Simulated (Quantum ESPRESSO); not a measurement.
**KCl under changes of volume**

One of the cells (28.294 Å³/atom); the others are scaled copies at fixed shape and fractional positions:

```
K Cl
1.0
     3.83920    0.00000    0.00000
     0.00000    3.83920    0.00000
     0.00000    0.00000    3.83920
K Cl
1 1
Direct
  0.00000 0.00000 0.00000
  0.50000 0.50000 0.50000
```

Measurements of this composition are mostly on another form, of space group No. 225.

| Property | Result |
| --- | --- |
| Program | Quantum ESPRESSO 7.5 |
| Functional | LDA |
| Potentials or basis | GBRV 1.5 LDA |
| Cutoff | 612 eV |
| Density cutoff | 4898 eV |
| k mesh | 7 × 7 × 7 |
| Occupations | fermi-dirac, width 0.05 eV |
| Spin | no spin polarisation |

| volume (Å³/atom) | energy over the lowest point (meV/atom) | pressure (GPa) | gap on the mesh (eV) |
| --- | --- | --- | --- |
| 26.596 | 0.00 | -2.5 | 4.65 |
| 27.162 | 8.69 | -2.8 | 4.55 |
| 27.728 | 18.47 | -3.1 | 4.47 |
| 28.294 | ? | ? | ? |
| 28.860 | 40.78 | -3.6 | 4.30 |
| 29.426 | 53.06 | -3.8 | 4.23 |
| 29.991 | 65.92 | -3.9 | 4.16 |

Question: What does the run at 28.294 Å³/atom give?

Answer: Energy over the lowest point 29.19 meV/atom; pressure -3.4 GPa; gap on the mesh 4.38 eV.

Worked out: A Birch-Murnaghan fit of order 3 (a polynomial in V^(-2/3)) to the other rows has no minimum within the range. It gives 29.21 meV/atom at 28.294 Å³/atom, against the run's 29.19, and -dE/dV = -3.2 GPa, against -3.4. A straight line through the other rows of the gap, of slope -4.07 eV per unit of ln V, gives 4.39 eV, against the run's 4.38.

Energies are extrapolated to zero smearing.

Caveats: an odd mesh through Γ misses points on the zone boundary, where band edges often lie.
